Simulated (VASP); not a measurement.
## AlN (zincblende), PBE dielectric-response calculation: VASP's output and Ansatz's

POSCAR

```
Al N
 1.0000000000000000
    -0.0000000000000000    2.1848764129093445    2.1848764129093445
     2.1848764129093445    0.0000000000000000    2.1848764129093445
     2.1848764129093445    2.1848764129093445    0.0000000000000000
 Al  N
   1   1
Cartesian
  0.0000000000000000  0.0000000000000000  0.0000000000000000
  1.0924382064546723  1.0924382064546723  1.0924382064546723
```

VASP ran with the recommended PBE PAW datasets (8 valence electrons in the cell).

From OUTCAR

```
k-points           NKPTS =     72   k-points in BZ     NKDIM =     72   number of bands    NBANDS=     11

   NELECT =       8.0000    total number of electrons

   dimension x,y,z NGX =    24 NGY =   24 NGZ =   24
   dimension x,y,z NGXF=    48 NGYF=   48 NGZF=   48

  energy-cutoff  :      520.00
  volume of cell :       20.86
      direct lattice vectors                 reciprocal lattice vectors
     0.000000000  2.184876413  2.184876413    -0.228845896  0.228845896  0.228845896
     2.184876413  0.000000000  2.184876413     0.228845896 -0.228845896  0.228845896
     2.184876413  2.184876413  0.000000000     0.228845896  0.228845896 -0.228845896

 k-points in reciprocal lattice and weights: KPOINTS created by Atomic Simulation Env
   0.00000000  0.00000000  0.00000000       0.001
   0.08333333  0.00000000  0.00000000       0.005
   0.16666667  0.00000000  0.00000000       0.005
   0.25000000  0.00000000  0.00000000       0.005
   0.33333333  0.00000000  0.00000000       0.005
   0.41666667  0.00000000  0.00000000       0.005
   0.50000000  0.00000000  0.00000000       0.002
   0.08333333  0.08333333  0.00000000       0.003
   ...

 E-fermi :   6.0255

 k-point     1 :       0.0000    0.0000    0.0000
  band No.  band energies     occupation
      1      -9.0153      2.00000
      2       5.9583      2.00000
      3       5.9583      2.00000
      4       5.9583      2.00000
      5      10.1437      0.00000
      6      18.5069      0.00000
      7      18.5069      0.00000
      8      18.5069      0.00000
      9      23.6375      0.00000
     10      23.6375      0.00000
     11      25.0371      0.00000

 k-point     2 :       0.0833    0.0000    0.0000
  band No.  band energies     occupation
      1      -8.9135      2.00000
      2       5.3691      2.00000
      3       5.9220      2.00000
      4       5.9220      2.00000
      5      10.6292      0.00000
      6      18.2280      0.00000
      7      18.6083      0.00000
      8      18.6083      0.00000
      9      22.6076      0.00000
     10      22.6076      0.00000
     11      24.4278      0.00000

 k-point     3 :       0.1667    0.0000    0.0000
  band No.  band energies     occupation
      1      -8.6184      2.00000
      2       4.1067      2.00000
      3       5.8262      2.00000
      4       5.8262      2.00000
      5      11.5652      0.00000
      6      17.5955      0.00000
      7      18.6737      0.00000
      8      18.6737      0.00000
      9      21.8363      0.00000
     10      21.8363      0.00000
     11      23.6093      0.00000

 k-point     4 :       0.2500    0.0000    0.0000
  band No.  band energies     occupation
      1      -8.1663      2.00000
      2       2.7008      2.00000
      3       5.7029      2.00000
      4       5.7029      2.00000
      5      12.4043      0.00000
      6      16.9181      0.00000
      7      18.2757      0.00000
      8      18.2757      0.00000
      9      22.2244      0.00000
     10      22.2244      0.00000
     11      23.1866      0.00000

 k-point     5 :       0.3333    0.0000    0.0000
  band No.  band energies     occupation
      1      -7.6340      2.00000
      2       1.4136      2.00000
      3       5.5874      2.00000
      4       5.5874      2.00000
      5      12.9574      0.00000
      6      16.3496      0.00000
      7      17.6823      0.00000
      8      17.6823      0.00000
      9      23.2851      0.00000
     10      23.4726      0.00000
     11      23.4726      0.00000

 k-point     6 :       0.4167    0.0000    0.0000
  band No.  band energies     occupation
      1      -7.1664      2.00000
      2       0.4684      2.00000
      3       5.5073      2.00000
      4       5.5073      2.00000
      5      13.2412      0.00000
      6      15.9585      0.00000
      7      17.2502      0.00000
      8      17.2502      0.00000
      9      23.6935      0.00000
     10      25.0516      0.00000
     11      25.0516      0.00000

 k-point     7 :       0.5000    0.0000    0.0000
  band No.  band energies     occupation
      1      -6.9708      2.00000
      2       0.1098      2.00000
      3       5.4788      2.00000
      4       5.4788      2.00000
      5      13.3271      0.00000
      6      15.8148      0.00000
      7      17.0977      0.00000
      8      17.0977      0.00000
      9      23.9300      0.00000
     10      26.0416      0.00000
     11      26.0416      0.00000

 k-point     8 :       0.0833    0.0833    0.0000
  band No.  band energies     occupation
      1      -8.8795      2.00000
      2       5.3743      2.00000
      3       5.8130      2.00000
      4       5.8130      2.00000
      5      10.7791      0.00000
      6      18.0610      0.00000
      7      18.7043      0.00000
      8      18.7043      0.00000
      9      21.2019      0.00000
     10      23.8477      0.00000
     11      25.4697      0.00000

 ...

 MACROSCOPIC STATIC DIELECTRIC TENSOR (including local field effects in DFT)
 ------------------------------------------------------
           4.576639     0.000000    -0.000000
          -0.000000     4.576639     0.000000
          -0.000000     0.000000     4.576639

 BORN EFFECTIVE CHARGES (including local field effects) (in |e|, cummulative output)
 ---------------------------------------------------------------------------------
 ion    1
    1     2.53386     0.00000     0.00000
    2     0.00000     2.53386     0.00000
    3    -0.00000     0.00000     2.53386
 ion    2
    1    -2.53386    -0.00000    -0.00000
    2     0.00000    -2.53386    -0.00000
    3     0.00000     0.00000    -2.53386

  Total        0.5654668      0.5654668      0.5654668      0.0000000      0.0000000      0.0000000
  in kB       43.4317240     43.4317240     43.4317240      0.0000000      0.0000000      0.0000000
  external PRESSURE =      43.4317240 kB  Pullay stress =       0.0000000 kB

 POSITION                                       TOTAL-FORCE (eV/Angst)
 -----------------------------------------------------------------------------------
      0.00000      0.00000      0.00000        -0.000000     -0.000000     -0.000000
      1.09244      1.09244      1.09244         0.000000      0.000000      0.000000
 -----------------------------------------------------------------------------------
    total drift:                                0.000000      0.000000      0.000000

  FREE ENERGIE OF THE ION-ELECTRON SYSTEM (eV)
  ---------------------------------------------------
  free  energy   TOTEN  =       -14.8411707483 eV

  energy  without entropy=      -14.8411707483  energy(sigma->0) =      -14.84117075
```

The two codes use different PAW datasets and cutoffs. VASP's cell holds 8 valence electrons and Ansatz's 8. Ansatz refines its k mesh for the response by itself, so the meshes differ.

Question: What does Ansatz give for the same cell and level of theory?

Answer: ε∞ with local fields (xx, yy, zz) 4.58, 4.58, 4.58; mean Born charge by atom, in the order of the cell 2.55, -2.55 e.

Ansatz printed

```
SCF 1 converged in 4 iterations: F = -924.207181 eV  dr2 = 3.61e-9
DFPT response loops at Γ: mixed as the last ones told, above
SCF converged after 6 iterations
Free energy (F): -924.204123 eV
Harris-Foulkes:  -924.204123 eV  (|F-HF|=6.14e-12)
Internal energy: -924.204123 eV  (E = F + TS)
E sigma→0 (E₀):  -924.204123 eV
Fermi energy:    6.958172 eV
--- Per-component energies (eV) ---
  E_band       = 15.305046
  E_kinetic    = 159.456496
  E_local      = -222.905361  (includes V_loc(G=0)·N_el)
  E_nonlocal   = 55.512002
  E_hartree    = 77.245266
  E_xc         = -101.837201
  E_vxc        = -107.959273  (∫ρ·V_xc dr)
  E_paw        = -595.191718  (= ΣΔE_a)
  E_vpaw       = -23.289460  (= ΣTr[D̂ρ^β])
  E_aug_tail   = 0.000098  (compensation charges beyond the density's cutoff)
  E_ewald      = -296.483705
  E_smearing   = -0.000000  (= −TS)
  E_closure    = -0.000000  (closes the sum)
  Σ components = -924.204123   (vs F -924.204123, Δ=0.00e0)
--- Band table (eV; the first three rows and the last of 95) ---
  k-point 0: bands = ["-8.0025", "6.9582", "6.9582", "6.9582", "11.1336", "19.5277", "19.5277", "19.5277"]
  k-point 1: bands = ["-7.7761", "5.7798", "6.8802", "6.8802", "12.0783", "18.9522", "19.6972", "19.6972"]
  k-point 2: bands = ["-7.1548", "3.7049", "6.7045", "6.7045", "13.4011", "17.9295", "19.2802", "19.2802"]
  k-point 94: bands = ["-5.2742", "3.1878", "3.5334", "4.2763", "12.9993", "18.3670", "18.9263", "19.1188"]
--- Dielectric response (ions clamped): 3 representative field directions + reference, inside a basis on a mesh of 512 k-points (Σ response iterations 15) ---
  ε∞ (high-frequency dielectric tensor):
        4.580737    -0.000000     0.000000
       -0.000000     4.580737     0.000000
        0.000000     0.000000     4.580737
  Born effective charges Z* (e; rows j = field, columns β = displacement):
    site 0:
         2.54659   -0.00000   -0.00000
        -0.00000    2.54659    0.00000
        -0.00000    0.00000    2.54659
    site 1:
        -2.54659    0.00000    0.00000
         0.00000   -2.54659   -0.00000
         0.00000   -0.00000   -2.54659
  Z* charge neutrality: 7.480e-4 e pre-enforcement
  solved inside a basis spanned on kpoints, on 8×8×8 k-points, its susceptibility summed on 12×12×12: ε∞ is read to err by 1.2e-2, Z* by 8.8e-3 e (field_mesh: kpoints solves on kpoints); Z* is corrected for what the basis lacks
```
